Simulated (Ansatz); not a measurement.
# TaN: the cost of one run

Computed with Ansatz 0.2.0 (DFT PBE, scalar-relativistic, plane waves, PAW, unless a step's input says otherwise).

**1. The structure to begin with**

The structure is hexagonal, space group P-62m (No. 189). The conventional cell has a = 5.196 Å, b = 5.196 Å, c = 2.911 Å, α = 90.00°, β = 90.00°, γ = 120.00°. Ta (site symmetry -6) has 6 N at 2.16 Å in its first shell of neighbours. Ta (site symmetry -62m) has 3 N at 2.04 Å in its first shell of neighbours. N (site symmetry m2m) is surrounded by 5 Ta at 2.04 to 2.16 Å.

As a file:

```
CELL_PARAMETERS angstrom
7.79400 4.49987 0.00000
-7.79400 4.49987 0.00000
0.00000 0.00000 8.73300
ATOMIC_POSITIONS crystal
Ta 0.33333 0.33333 0.16667
Ta 0.33333 0.33333 0.50000
Ta 0.33333 0.33333 0.83333
Ta 0.66667 0.00000 0.16667
Ta 0.66667 0.00000 0.50000
Ta 0.66667 0.00000 0.83333
Ta 0.00000 0.66667 0.16667
Ta 0.00000 0.66667 0.50000
Ta 0.00000 0.66667 0.83333
Ta 0.33333 0.00000 0.16667
Ta 0.33333 0.00000 0.50000
Ta 0.33333 0.00000 0.83333
Ta 0.66667 0.66667 0.16667
Ta 0.66667 0.66667 0.50000
Ta 0.66667 0.66667 0.83333
Ta 0.00000 0.33333 0.16667
Ta 0.00000 0.33333 0.50000
Ta 0.00000 0.33333 0.83333
Ta 0.00000 0.00000 0.00000
Ta 0.00000 0.00000 0.33333
Ta 0.00000 0.00000 0.66667
Ta 0.33333 0.66667 0.00000
Ta 0.33333 0.66667 0.33333
Ta 0.33333 0.66667 0.66667
Ta 0.66667 0.33333 0.00000
Ta 0.66667 0.33333 0.33333
Ta 0.66667 0.33333 0.66667
N 0.13095 0.86905 0.00000
N 0.13095 0.86905 0.33333
N 0.13095 0.86905 0.66667
N 0.46428 0.53572 0.00000
N 0.46428 0.53572 0.33333
N 0.46428 0.53572 0.66667
N 0.79762 0.20238 0.00000
N 0.79762 0.20238 0.33333
N 0.79762 0.20238 0.66667
N 0.40477 0.20238 0.00000
N 0.40477 0.20238 0.33333
N 0.40477 0.20238 0.66667
N 0.73810 0.86905 0.00000
N 0.73810 0.86905 0.33333
N 0.73810 0.86905 0.66667
N 0.07143 0.53572 0.00000
N 0.07143 0.53572 0.33333
N 0.07143 0.53572 0.66667
N 0.13095 0.26190 0.00000
N 0.13095 0.26190 0.33333
N 0.13095 0.26190 0.66667
N 0.46428 0.92857 0.00000
N 0.46428 0.92857 0.33333
N 0.46428 0.92857 0.66667
N 0.79762 0.59523 0.00000
N 0.79762 0.59523 0.33333
N 0.79762 0.59523 0.66667
```

The runs take a perfect supercell of 54 atoms; the defect goes to fractional position (0.131, 0.869, 0.000).

**2. The perfect supercell**

File input.yaml:

```yaml
crystal:
  lattice:
    - [7.794, 4.499868, 0.0]
    - [-7.794, 4.499868, 0.0]
    - [0.0, 0.0, 8.733]
  atoms:
    - { symbol: Ta, position: [0.333333, 0.333333, 0.166667] }
    - { symbol: Ta, position: [0.333333, 0.333333, 0.5] }
    - { symbol: Ta, position: [0.333333, 0.333333, 0.833333] }
    - { symbol: Ta, position: [0.666667, 0.0, 0.166667] }
    - { symbol: Ta, position: [0.666667, 0.0, 0.5] }
    - { symbol: Ta, position: [0.666667, 0.0, 0.833333] }
    - { symbol: Ta, position: [0.0, 0.666667, 0.166667] }
    - { symbol: Ta, position: [0.0, 0.666667, 0.5] }
    - { symbol: Ta, position: [0.0, 0.666667, 0.833333] }
    - { symbol: Ta, position: [0.333333, 1.0, 0.166667] }
    - { symbol: Ta, position: [0.333333, 1.0, 0.5] }
    - { symbol: Ta, position: [0.333333, 1.0, 0.833333] }
    - { symbol: Ta, position: [0.666667, 0.666667, 0.166667] }
    - { symbol: Ta, position: [0.666667, 0.666667, 0.5] }
    - { symbol: Ta, position: [0.666667, 0.666667, 0.833333] }
    - { symbol: Ta, position: [0.0, 0.333333, 0.166667] }
    - { symbol: Ta, position: [0.0, 0.333333, 0.5] }
    - { symbol: Ta, position: [0.0, 0.333333, 0.833333] }
    - { symbol: Ta, position: [0.0, 0.0, 0.0] }
    - { symbol: Ta, position: [0.0, 0.0, 0.333333] }
    - { symbol: Ta, position: [0.0, 0.0, 0.666667] }
    - { symbol: Ta, position: [0.333333, 0.666667, 0.0] }
    - { symbol: Ta, position: [0.333333, 0.666667, 0.333333] }
    - { symbol: Ta, position: [0.333333, 0.666667, 0.666667] }
    - { symbol: Ta, position: [0.666667, 0.333333, 0.0] }
    - { symbol: Ta, position: [0.666667, 0.333333, 0.333333] }
    - { symbol: Ta, position: [0.666667, 0.333333, 0.666667] }
    - { symbol: "N", position: [0.13095, 0.86905, 0.0] }
    - { symbol: "N", position: [0.13095, 0.86905, 0.333333] }
    - { symbol: "N", position: [0.13095, 0.86905, 0.666667] }
    - { symbol: "N", position: [0.464283, 0.535717, 0.0] }
    - { symbol: "N", position: [0.464283, 0.535717, 0.333333] }
    - { symbol: "N", position: [0.464283, 0.535717, 0.666667] }
    - { symbol: "N", position: [0.797617, 0.202383, 0.0] }
    - { symbol: "N", position: [0.797617, 0.202383, 0.333333] }
    - { symbol: "N", position: [0.797617, 0.202383, 0.666667] }
    - { symbol: "N", position: [0.404767, 0.202383, 0.0] }
    - { symbol: "N", position: [0.404767, 0.202383, 0.333333] }
    - { symbol: "N", position: [0.404767, 0.202383, 0.666667] }
    - { symbol: "N", position: [0.7381, 0.86905, 0.0] }
    - { symbol: "N", position: [0.7381, 0.86905, 0.333333] }
    - { symbol: "N", position: [0.7381, 0.86905, 0.666667] }
    - { symbol: "N", position: [0.071433, 0.535717, 0.0] }
    - { symbol: "N", position: [0.071433, 0.535717, 0.333333] }
    - { symbol: "N", position: [0.071433, 0.535717, 0.666667] }
    - { symbol: "N", position: [0.13095, 0.2619, 0.0] }
    - { symbol: "N", position: [0.13095, 0.2619, 0.333333] }
    - { symbol: "N", position: [0.13095, 0.2619, 0.666667] }
    - { symbol: "N", position: [0.464283, 0.928567, 0.0] }
    - { symbol: "N", position: [0.464283, 0.928567, 0.333333] }
    - { symbol: "N", position: [0.464283, 0.928567, 0.666667] }
    - { symbol: "N", position: [0.797617, 0.595233, 0.0] }
    - { symbol: "N", position: [0.797617, 0.595233, 0.333333] }
    - { symbol: "N", position: [0.797617, 0.595233, 0.666667] }
basis:
  ecutwfc: 420
  fft_grid_basis: typed
kpoints:
  mp_grid: { grid: [3, 3, 2] }
hamiltonian:
  xc: pbe
  pseudopotentials: { kind: paw }
scf:
  occupations: { method: gaussian, width: 0.05 }
output:
  forces: true
  stress: false
  eigenvalues: true
  bader: false
  write_density: true
  volumetric_format: npy
```

On the command line:

```
> ansatz run input.yaml --threads 8 --pin off --max-ram 16384MiB --backend cpu --events-out ev --progress --plain --runs-dir out
```

What time and memory should one allow on 8 threads of Arm Neoverse V2, shared host?

About 14 s, with a peak of 4.5 GiB.
